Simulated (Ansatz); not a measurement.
**Relaxation of AlRu**

All numbers below come from DFT PBEsol, scalar-relativistic, plane waves, PAW in Ansatz 0.2.0. Run with 420 eV cutoff, 18×18×18 k-mesh, Gaussian smearing of 0.10 eV, no spin polarisation.

What was changed: uniaxial strain along a, with b, c and atoms relaxed: +4.5 %.

Command:

```bash
ansatz run input.yaml --threads 1 --pin off --max-ram 2560MiB --backend cpu --events-out ev --progress --plain --runs-dir out
```

Input:

```yaml
crystal:
  lattice:
    - [3.110248605, 0.0, 0.0]
    - [0.0, 2.9428309169, 0.0]
    - [0.0, 0.0, 2.9428309169]
  atoms:
    - { symbol: Al, position: [0.0, 0.0, 0.0] }
    - { symbol: Ru, position: [0.5, 0.5, 0.5] }
basis:
  ecutwfc: 420
kpoints:
  mp_grid: { grid: [18, 18, 18] }
hamiltonian:
  xc: pbesol
scf:
  occupations: { method: gaussian, width: 0.1 }
output:
  forces: true
  stress: true
  eigenvalues: true
  write_density: true
  write_potential: true
  elf: true
  volumetric_format: npy
relax:
  adjacent_minimum: "off"
  f_tol: 0.008
  max_steps: 40
  cell: { stress_tol: 0.015, fix: [a, angles] }
```

F is the free energy. Steps run on the plane waves of an earlier cell, but the last one, and at times one on the way, on a freshly chosen basis, so a repeated geometry can differ a little in energy. The held parts of the cell keep their stress, so P needn't end at zero.

Steps:

| step | F − F(1) (eV) | largest force component (eV/Å) | V (Å³/atom) | P (GPa) |
| --- | --- | --- | --- | --- |
| 1 | 0.0000 | 0.000 | 13.468 | -4.22 |
| 2 | -0.0005 | 0.000 | 13.380 | -2.85 |
| 3 | -0.0005 | 0.000 | 13.401 | -3.19 |
| 4 | -0.0005 | 0.000 | 13.401 | -3.19 |

Relaxed structure:

```xyz
2
Lattice="3.1102 0.0000 0.0000 0.0000 2.9356 0.0000 0.0000 0.0000 2.9356" Properties=species:S:1:pos:R:3 pbc="T T T"
Al    0.0000    0.0000    0.0000
Ru    1.5551    1.4678    1.4678
```

The structure is tetragonal, space group P4/mmm (No. 123). The conventional cell has a = 2.936 Å, b = 2.936 Å, c = 3.110 Å, α = 90.00°, β = 90.00°, γ = 90.00°. Around Al (site symmetry 4/mmm) lie 8 Ru at 2.59 Å and 4 Al at 2.94 Å. Ru (site symmetry 4/mmm) is surrounded by 8 Al at 2.59 Å and 4 Ru at 2.94 Å.

The run converged. Time: 49 s on 1 thread of Intel(R) Xeon(R) Platinum 8375C CPU @ 2.90GHz (Ice Lake), with other jobs on the host, peak memory 0.54 GiB.